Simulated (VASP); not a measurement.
A run of VASP 6.6.1 is set up as follows.

INCAR

```
SYSTEM = TePb
  ALGO = Normal
  EDIFF = 1E-7
  EDIFFG = -0.005
  ENCUT = 600
  GGA = PS
  IBRION = 2
  ISIF = 3
  ISMEAR = 0
  LASPH = .True.
  LCHARG = .False.
  LREAL = .False.
  LWAVE = .False.
  NELM = 80
  NSW = 90
  PREC = Accurate
  SIGMA = 0.03
```

The input KPOINTS:

```
k-points
0
Gamma
  10 10 10
  0 0 0
```

The input POSCAR:

```
TePb                                    
1.0
    0.0000000000      3.2216902488      3.2216902488
    3.2216902488      0.0000000000      3.2216902488
    3.2216902488      3.2216902488      0.0000000000
  Te              Pb            
     1     1
Direct
     0.5000000000000000    0.5000000000000000    0.5000000000000000
     0.0000000000000000    0.0000000000000000    0.0000000000000000
```

Potentials or basis: VASP PAW PBE potentials, release 64 (Te, Pb_d).

Command:

```console
$ cat potpaw_PBE.64/Te/POTCAR potpaw_PBE.64/Pb_d/POTCAR > POTCAR
$ mpirun -np 1 vasp_std > vasp.out
```

(1) What does it give for the band gap on the k mesh?

## Answers

(1) 0.65 eV, direct.

Caveat: the relaxation stopped at its first step, so nothing moved; spin-orbit coupling is left out, which as a rule narrows the gap of such compounds by several tenths of an eV.
